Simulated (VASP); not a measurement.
A run of VASP 6.6.1 is set up as follows.

Contents of INCAR:

```
  ALGO = Fast
  EDIFF = 1E-6
  ENCUT = 520
  GGA = PS
  ISIF = 2
  ISMEAR = 0
  LASPH = T
  LCHARG = F
  LREAL = F
  LWAVE = F
  NBANDS = 16
  NELM = 100
  PREC = Accurate
  SIGMA = 0.02
```

Contents of KPOINTS:

```
k-points
0
Gamma
  6 6 6
```

The input POSCAR:

```
MgS
1.0
    2.5650638721      2.5650638721      0.0000000000
   -2.5650638721      2.5650638721      0.0000000000
    0.0000000000      0.0000000000      5.3892251049
Mg S
2 2
Direct
    0.0000000000      0.0000000000      0.0000000000
    0.5000000000      0.5000000000      0.5000000000
    0.5000000000      0.5000000000      0.0000000000
    0.0000000000      0.0000000000      0.5000000000
```

Potentials or basis: VASP PAW PBE potentials, release 64 (Mg, S).

Launch:

```console
$ cat potpaw_PBE.64/Mg/POTCAR potpaw_PBE.64/S/POTCAR > POTCAR
$ mpirun -np 1 vasp_std > vasp.out
```

**Question.** What does it give for the band gap on the k mesh?

**Answer.** 2.50 eV.

**Question.** What does it give for the pressure?

**Answer.** -1.3 GPa.

Stress tensor (GPa, compression positive):
```
 0.21  0.00  0.00
 0.00  0.21  0.00
 0.00  0.00 -4.46
```

Caveat: the PAW data sets were made with another functional, which shifts forces and pressure a little. A k mesh can miss the band edges.
